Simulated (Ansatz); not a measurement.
## Ionic part of the dielectric constant of BaZrO₃, mode by mode

All numbers below come from Ansatz, DFT PBEsol, scalar-relativistic, plane waves, PAW. Cutoff 420 eV, 6×6×6 k-points (Γ-centred), fixed occupations. No spin polarisation. Phonons by linear response, acoustic sum rule imposed.

The structure is cubic, space group Pm-3m (No. 221). The conventional cell has a = 4.181 Å, b = 4.181 Å, c = 4.181 Å, α = 90.00°, β = 90.00°, γ = 90.00°. Around Ba (site symmetry m-3m) lie 12 O at 2.96 Å. Around Zr (site symmetry m-3m) lie 6 O at 2.09 Å. Around O (site symmetry 4/mmm) lie 2 Zr at 2.09 Å.

Spin–orbit coupling is left out, which matters for heavy elements.

The primitive cell has V = 73.07 Å³ and ε∞,xx = 4.933. Each polar mode adds Δε = (4.92064×10⁷/V)·S/ν² along x, with S its oscillator strength in e²/amu, ν in cm⁻¹ and V in Å³.

Question: From these modes, find each Δε and ε0,xx.
```json
{"ν (cm⁻¹)": "88.0", "S_xx (e²/amu)": "0.5749"}
{"ν (cm⁻¹)": "188.5", "S_xx (e²/amu)": "0.9613"}
{"ν (cm⁻¹)": "502.2", "S_xx (e²/amu)": "0.8843"}
```

Answer:
```json
{"ν (cm⁻¹)": "88.0", "Δε": "50.05"}
{"ν (cm⁻¹)": "188.5", "Δε": "18.22"}
{"ν (cm⁻¹)": "502.2", "Δε": "2.36"}
```

The sum is 70.632, so ε0,xx = 75.57; the run's tensor has 75.57.

Question: Where do the longitudinal modes lie for a wave vector along x?

Answer: At 130, 363, 691 cm⁻¹. The Lyddane–Sachs–Teller product Π(ν_LO/ν_TO)² = 15.32 matches ε0/ε∞ = 15.32.

Symmetry holds off the tilts and polar distortions that many cubic perovskites undergo.

Cost: 1 run of about 0.98 core-minutes, on AMD EPYC 9R45 (Zen 5) (shared hosts).